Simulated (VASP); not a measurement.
Input of a VASP 6.6.1 run:

Contents of INCAR:

```
PREC = Accurate
ENCUT = 520
EDIFF = 1E-8
ISMEAR = 0
SIGMA = 0.02
LREAL = False
LASPH = True
NELM = 80
ALGO = Normal
ISIF = 2
LWAVE = False
LCHARG = False
GGA = PS
LEPSILON = True
KPAR = 4
```

KPOINTS

```
regular mesh
0
Gamma
  4 4 4
```

File POSCAR:

```
Cs2AgBiBr6
1.0
    0.0000000000      5.6161000000      5.6161000000
    5.6161000000      0.0000000000      5.6161000000
    5.6161000000      5.6161000000      0.0000000000
Bi Cs Ag Br
1 2 1 6
Direct
    0.0000000000      0.0000000000      0.0000000000
    0.7500000000      0.7500000000      0.7500000000
    0.2500000000      0.2500000000      0.2500000000
    0.5000000000      0.5000000000      0.5000000000
    0.7494500000      0.7494500000      0.2505500000
    0.2505500000      0.2505500000      0.7494500000
    0.7494500000      0.2505500000      0.2505500000
    0.7494500000      0.2505500000      0.7494500000
    0.2505500000      0.7494500000      0.7494500000
    0.2505500000      0.7494500000      0.2505500000
```

Potentials or basis: VASP PAW PBE potentials, release 64 (Bi_d, Cs_sv, Ag, Br).

Run with:

```bash
$ cat potpaw_PBE.64/Bi_d/POTCAR potpaw_PBE.64/Cs_sv/POTCAR potpaw_PBE.64/Ag/POTCAR potpaw_PBE.64/Br/POTCAR > POTCAR
$ mpirun -np 4 vasp_std > vasp.out
```

Task: Estimate the electronic dielectric tensor (diagonal).

Result: 5.26.

Task: What does it give for the Born charges (mean of the diagonal)?

Result: Bi +4.77; Cs +1.36; Ag +1.91; Br -1.57 e.

Task: Estimate the band gap on the k mesh.

Result: 1.17 eV, indirect (least direct gap 2.39 eV).

Electronic dielectric tensor:
```
5.26 0.00 0.00
0.00 5.26 0.00
0.00 0.00 5.26
```

Caveat: spin-orbit coupling is left out, which as a rule narrows the gap of such compounds by several tenths of an eV. A k mesh can miss the band edges.
